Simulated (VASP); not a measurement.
A run of VASP 6.6.1 is set up as follows.

The input INCAR:

```
PREC = Accurate
ENCUT = 520
EDIFF = 1E-6
ISMEAR = 0
SIGMA = 0.03
LREAL = F
LASPH = T
NELM = 80
ALGO = Normal
ISIF = 2
LWAVE = F
LCHARG = F
NBANDS = 19
KPAR = 2
```

The input KPOINTS:

```
Automatic mesh
0
Gamma
  8 8 8
```

Contents of POSCAR:

```
CaF2                                    
1.0
    0.0000000000      2.7123156406      2.7123156406
    2.7123156406      0.0000000000      2.7123156406
    2.7123156406      2.7123156406      0.0000000000
  Ca              F             
     1     2
Direct
     0.0000000000000000    0.0000000000000000    0.0000000000000000
     0.2500000000000000    0.2500000000000000    0.2500000000000000
     0.7500000000000000    0.7500000000000000    0.7500000000000000
```

KPOINTS_OPT

```
explicit points
302
Reciprocal
 0.0000000000  0.0000000000  0.0000000000 1
 0.0263157895  0.0000000000  0.0263157895 1
 0.0526315789  0.0000000000  0.0526315789 1
 0.0789473684  0.0000000000  0.0789473684 1
 0.1052631579  0.0000000000  0.1052631579 1
 0.1315789474  0.0000000000  0.1315789474 1
[... 294 lines left out ...]
 0.4892429100  0.0107570900  0.5000000000 1
 0.5107570900 -0.0107570900  0.5000000000 1
```

Potentials or basis: VASP PAW LDA potentials, release 64 (Ca_sv, F).

Command:

```console
$ cat potpaw_LDA.64/Ca_sv/POTCAR potpaw_LDA.64/F/POTCAR > POTCAR
$ mpirun -np 2 vasp_std > vasp.out
```

(1) Estimate the band gap on the k mesh.

(2) Estimate the band gap along the path.

(3) Predict the pressure.

Answers

(1) 7.02 eV, indirect (least direct gap 7.29 eV).

(2) 7.02 eV, indirect (least direct gap 7.29 eV).

(3) -4.4 GPa.
